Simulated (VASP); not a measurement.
Write the native input for VASP 6.6.1 that does the following.

* Task: relaxation of cell and atoms
* Functional: PBE
* Potentials or basis: VASP PAW PBE potentials, release 64 (Pt_GW)
* Cutoff: 630 eV
* k mesh: 12 × 12 × 12
* Occupations: fermi-dirac, width 0.05 eV
* Spin: no spin polarisation
* Further INCAR settings: ALGO = Fast; EDIFF = 1e-06; IBRION = 2; EDIFFG = -0.01; NSW = 40; ISIF = 3

The structure of Pt lies in POSCAR:

```
Pt
1.0
    0.0000000000      1.9609000000      1.9609000000
    1.9609000000      0.0000000000      1.9609000000
    1.9609000000      1.9609000000      0.0000000000
Pt
1
Direct
    0.0000000000      0.0000000000      0.0000000000
```

These files were run (other wordings do the same):

INCAR

```
SYSTEM = Pt
PREC = Accurate
ENCUT = 630
EDIFF = 1E-6
ISMEAR = -1
SIGMA = 0.05
LREAL = .FALSE.
LASPH = .TRUE.
NELM = 80
ALGO = Fast
ISIF = 3
LWAVE = .FALSE.
LCHARG = .FALSE.
GGA = PE
IBRION = 2
NSW = 40
EDIFFG = -0.01
```

KPOINTS

```
regular mesh
0
G
  12 12 12
  0 0 0
```

Potentials or basis: VASP PAW PBE potentials, release 64 (Pt_GW).

Launch:

```console
$ cat potpaw_PBE.64/Pt_GW/POTCAR > POTCAR
$ mpirun -np 1 vasp_std > vasp.out
```

It gave:

```yaml
Relaxed_volume: 15.60 Å³/atom
Relaxed_cell: a = 2.805 Å, b = 2.805 Å, c = 2.805 Å, α = 60.00°, β = 60.00°, γ = 60.00°
Space_group_after_relaxing_to_0.05_Å: Fm-3m (No. 225)
Energy_gained_by_relaxing: 14.4 meV/atom
Ionic_steps: 4
Pressure_after_relaxing: -0.1 GPa
Band_gap_on_the_k_mesh: none (metal or under the smearing width)
```

Wall time 21 s on 1 thread of Intel(R) Xeon(R) 6975P-C (Granite Rapids), with other jobs on the host, peak memory 0.16 GiB.
